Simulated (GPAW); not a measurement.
CuI:

```xyz
4
Lattice="4.0902 0.0000 0.0000 0.0000 4.0902 0.0000 0.0000 0.0000 6.5515" Properties=species:S:1:pos:R:3 pbc="T T T"
I     0.0000    2.0451    4.8680
I     2.0451    0.0000    1.6835
Cu    0.0000    0.0000    0.0000
Cu    2.0451    2.0451    0.0000
```

Measurements of this composition are mostly on another form, of space group No. 216.

Base run:

* Program: GPAW 26.7.0
* Functional: PBE
* Potentials or basis: GPAW PAW data sets (gpaw-data 1.2.1)
* Cutoff: 600 eV
* Basis: pw
* k mesh: 7 × 7 × 4
* Occupations: fermi-dirac, width 0.05 eV
* Spin: no spin polarisation

Its results: band gap on the k mesh 1.61 eV, direct; pressure 1.9 GPa; largest force 0.297 eV/Å.

Task: The run is repeated on the same cell with these changes: functional from PBE to r2SCAN; k mesh from 7 × 7 × 4 to 5 × 5 × 4. What comes out?

Result: Band gap on the k mesh 2.07 eV, direct; pressure 0.9 GPa; largest force 0.169 eV/Å.

Several settings changed at once, so the effect can't be laid on one alone.

Caveats: with this Cu data set, volumes or pressures lay over 1.5 % or 2 GPa off other programs in two to four cells of ten; spin-orbit coupling is left out, which moves the levels of the heavy elements; this functional lacks dispersion, which binds the layers, so the pressure and a relaxed spacing across them are unreliable (some runs); the PAW data sets were made with another functional, which shifts forces and pressure a little (some runs).
